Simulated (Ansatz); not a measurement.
# HgS: the cost of one run

Method: reference: DFT, HSE06, plane waves, PAW, in Ansatz 0.2.0.

1 further run of the same task is left out (it didn't finish).

**1. The system as given**

It takes space group F-43m (No. 216, cubic). Conventional cell: a = 5.931 Å, b = 5.931 Å, c = 5.931 Å, α = 90.00°, β = 90.00°, γ = 90.00°. Around Hg (site symmetry -43m) lie 4 S at 2.57 Å. S (site symmetry -43m) has 4 Hg at 2.57 Å as nearest neighbours.

Structure file:

```
Hg S
1.0
     0.00000    2.96544    2.96544
     2.96544    0.00000    2.96544
     2.96544    2.96544    0.00000
Hg S
1 1
Direct
  0.00000 0.00000 0.00000
  0.25000 0.25000 0.25000
```

**2. Baseline**

File input.yaml:

```yaml
crystal:
  lattice:
    - [0.0, 2.9654361827, 2.9654361827]
    - [2.9654361827, 0.0, 2.9654361827]
    - [2.9654361827, 2.9654361827, 0.0]
  atoms:
    - { symbol: Hg, position: [0.0, 0.0, 0.0] }
    - { symbol: S, position: [0.25, 0.25, 0.25] }
kpoints:
  mp_grid: { grid: [4, 4, 4] }
hamiltonian:
  xc: hse06
  pseudopotentials: { azcp: { folder: soft_1 } }
scf:
  occupations: { method: fermi_dirac, width: 0.02 }
  n_extra_bands: 4
output:
  forces: true
  stress: true
  eigenvalues: true
  write_density: true
  write_potential: true
  elf: true
  volumetric_format: npy
```

Started as:

```console
$ ansatz run input.yaml --threads 4 --pin off --max-ram 3686MiB --backend cpu --events-out ev --progress --plain --runs-dir out
```

**Question.** How long does this run take on 4 threads of Arm Neoverse N1, shared host, and how much memory does it need?

About 10 s, with a peak of 0.65 GiB.
